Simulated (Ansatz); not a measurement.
Theory: Ansatz, DFT PBE, scalar-relativistic, plane waves, PAW. All cells share a 420 eV cutoff and Γ-centred k meshes spaced at most about 0.3 Å⁻¹ (about 0.25 or finer for metals, 2π included). No spin polarisation.

All energies are static (0 K, no zero-point motion).

Problem. Order these relaxed structures of Bi₂Te₃ by energy, lowest first, with the energy over the lowest of them.
A.

Space group Pm-3m (No. 221). a = 5.857 Å, b = 5.857 Å, c = 5.857 Å, α = 90.00°, β = 90.00°, γ = 90.00°
```tsv
atom	site	symmetry	x	y	z
Bi	1a	m-3m	0.0000	0.0000	0.0000
Bi	1b	m-3m	0.5000	0.5000	0.5000
Te	3c	4/mm.m	0.0000	0.5000	0.5000
```

B.

Space group P-6m2 (No. 187). a = 7.060 Å, b = 7.060 Å, c = 4.425 Å, α = 90.00°, β = 90.00°, γ = 120.00°
```json
{"atom": "Bi", "site": "1a", "symmetry": "-6m2", "x": "0.0000", "y": "0.0000", "z": "0.0000"}
{"atom": "Bi", "site": "1d", "symmetry": "-6m2", "x": "0.3333", "y": "0.6667", "z": "0.5000"}
{"atom": "Te", "site": "3k", "symmetry": "mm2", "x": "0.8188", "y": "0.1812", "z": "0.5000"}
```

C.

Space group I4/mmm (No. 139). a = 4.304 Å, b = 4.304 Å, c = 17.529 Å, α = 90.00°, β = 90.00°, γ = 90.00°
| atom | site | symmetry | x | y | z |
| --- | --- | --- | --- | --- | --- |
| Bi | 4e | 4mm | 0.0000 | 0.0000 | 0.1248 |
| Te | 4e | 4mm | 0.0000 | 0.0000 | 0.3174 |
| Te | 2b | 4/mmm | 0.5000 | 0.5000 | 0.0000 |

D.

Space group R-3m:H (No. 166). a = 4.469 Å, b = 4.469 Å, c = 29.570 Å, α = 90.00°, β = 90.00°, γ = 120.00°
```json
{"atom": "Bi", "site": "6c", "symmetry": "3m", "x": "0.6667", "y": "0.3333", "z": "0.0380"}
{"atom": "Te", "site": "3b", "symmetry": "-3m", "x": "0.3333", "y": "0.6667", "z": "0.1667"}
{"atom": "Te", "site": "6c", "symmetry": "3m", "x": "0.0000", "y": "0.0000", "z": "0.0986"}
```

Solution. D (0 meV/atom), C (75 meV/atom), B (234 meV/atom), A (577 meV/atom). Counting Te atoms around Bi (those within 1.25 times the shortest such distance or 1.15 times the sum of covalent radii, 1.27 where that leaves under three; a plus sign parts nearer from farther groups; the shortest distance is added where it exceeds 1.18 times the sum of covalent radii; a slash parts the counts of unlike sites): D has Bi 3; C has Bi 5+4; B has Bi 6/6 from 3.5 Å; A has Bi 6/12 from 4.1 Å. Origin: A, B and C, invented; D, reached from a cell as deposited in COD. The lowest form computed isn't among them: it has the tetradymite type, space group R-3m (No. 166), 36.7 Å³/atom, is reached from a cell as deposited in COD and lies 253 meV/atom below the best shown.

Spin–orbit coupling, which can matter for Bi and Te, is left out. Cells relaxed within their symmetry can be saddle points. Some structure types and database cells were kept out of the candidates from the start, so a known form may be missing.
